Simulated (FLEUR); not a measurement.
MgSe:

```
CELL_PARAMETERS angstrom
0.00000 2.72550 2.72550
2.72550 0.00000 2.72550
2.72550 2.72550 0.00000
ATOMIC_POSITIONS crystal
Se 0.50000 0.50000 0.50000
Mg 0.00000 0.00000 0.00000
```

Base run:

| Item | Value |
| --- | --- |
| Program | FLEUR MaX-R8.1 (later development tree) |
| Functional | BLYP |
| Potentials or basis | all-electron |
| Basis | FLAPW |
| Kmax | 4.38 1/bohr |
| k mesh | 8 × 8 × 8 |
| Occupations | fermi-dirac, width 0.05 eV |
| Spin | no spin polarisation |

Its results: band gap on the k mesh 1.88 eV, indirect (least direct gap 2.75 eV).

**Question.** The run is repeated on the same cell with these changes: functional from BLYP to AM05. What comes out?

**Answer.** Band gap on the k mesh 1.81 eV, indirect (least direct gap 2.54 eV).
